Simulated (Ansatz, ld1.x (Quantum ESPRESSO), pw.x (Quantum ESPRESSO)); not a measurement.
**Mn (Z = 25): one change to the TM potential, in the atom and in the diamond crystal**

```
Element                 : Mn
Generator               : ld1.x (Quantum ESPRESSO) 7.5
Type                    : norm-conserving Troullier–Martins (Kleinman–Bylander form)
Functional              : PBE
Relativity              : scalar-relativistic
Frozen core             : [Ar]
Valence charge          : 7
Reference configuration : 3d5 4s0 4p0 (charge +2)
Partial waves           : 4s (bound, empty): rc 1.95 bohr; 4p (bound, empty): rc 2.35 bohr; 3d (bound): rc 1.65 bohr
Local potential         : all-electron potential smoothed inside 1.90 bohr (lloc = -1)
Core correction         : a·sin(br)/r model core inside 1.05 bohr
```

Change: local potential all-electron potential smoothed inside 1.70 bohr (lloc = -1).

Cutoffs, loose and tight: the cutoffs (Ry, on a coarse ladder) from which the occupation-weighted sum of valence levels, in a spherical-Bessel basis at the reference potential, stays within 10 and 1 mRy of its value at 400 Ry. They do not see the model core or the augmentation charge, which bear on the density cutoff. Test errors are all-electron minus pseudo excitation energies from the reference, over the configurations 3d5 4s2 4p0; 3d5 4s1 4p0; 3d4 4s0 4p0; 3d5 4s1 4p1; 3d4 4s2 4p1; 3d6 4s0 4p0; 3d4 4s2 4p0; variants that change the core or the reference have their own tests.

Crystal test: diamond Mn in pw.x 7.5, no spin, 9³ k-points, Fermi–Dirac smearing 0.01 Ry, cutoffs set for each file from its atomic test. The reference is all-electron LAPW (Ansatz 0.2.0) with the same functional, mesh and smearing; V0 and B0 come from Birch–Murnaghan fits to the pressures at five volumes. Errors are pseudo minus all-electron; Δ is the rms difference of the E(V) curves that follow from these fits, minima aligned, over ±6 % about the mean V0. Mesh and smearing are coarse, so the numbers serve the comparison and aren't converged zero-temperature values; the lattice is a test structure that the element need not adopt. Spin polarisation and strong correlation are left out, which matters for this element.

All-electron: a0 = 4.953 Å (V0 = 15.19 Å³/atom), B0 = 143.7 GPa.

Does the change bring the crystal closer to the all-electron result?

The mean pressure error goes from -3.90 to -5.65 GPa, so the change moves the solid further from the all-electron pressures.

```tsv
quantity	base	changed
outcome (atom)	generated	generated
cutoff, loose (atom)	90 Ry	90 Ry
cutoff, tight (atom)	140 Ry	140 Ry
bound ghosts (atom)	s	s
largest test error (meV) (atom)	-366	-302 over the solved tests; 5 of 7 tests not solved or not reliable
cutoffs in pw.x (Ry)	170/680	170/680
a0 (Å)	4.907	4.886
a0 error (%)	-0.94	-1.36
B0 error (%)	-0.3	+2.3
Δ (meV/atom)	13.5	19.6
mean pressure error (GPa)	-3.90	-5.65
```

Base: The largest radius (2.35 bohr) exceeds half the bond length (2.03 bohr), so the spheres overlap, which is one possible source of error among others. This is a poor potential for the solid. Note: ghost state, extra bound levels that the all-electron valence spectrum of the same l lacks: s at -9.3 eV. A true bound ghost makes a file unfit for plane-wave use. The logarithmic derivative shows an extra or strongly shifted pseudo pole above the reference energy (p near 0.88 Ry). Changed file: The largest radius (2.35 bohr) exceeds half the bond length (2.03 bohr), so the spheres overlap, which is one possible source of error among others. This is a poor potential for the solid. Note: ghost state, extra bound levels that the all-electron valence spectrum of the same l lacks: s at -21.1 eV. A true bound ghost makes a file unfit for plane-wave use. Atomic configuration tests: 5 of 7 tests not solved or not reliable. The logarithmic derivative shows an extra or strongly shifted pseudo pole above the reference energy (p near 0.76 Ry). The atomic cutoffs weigh occupied waves only.
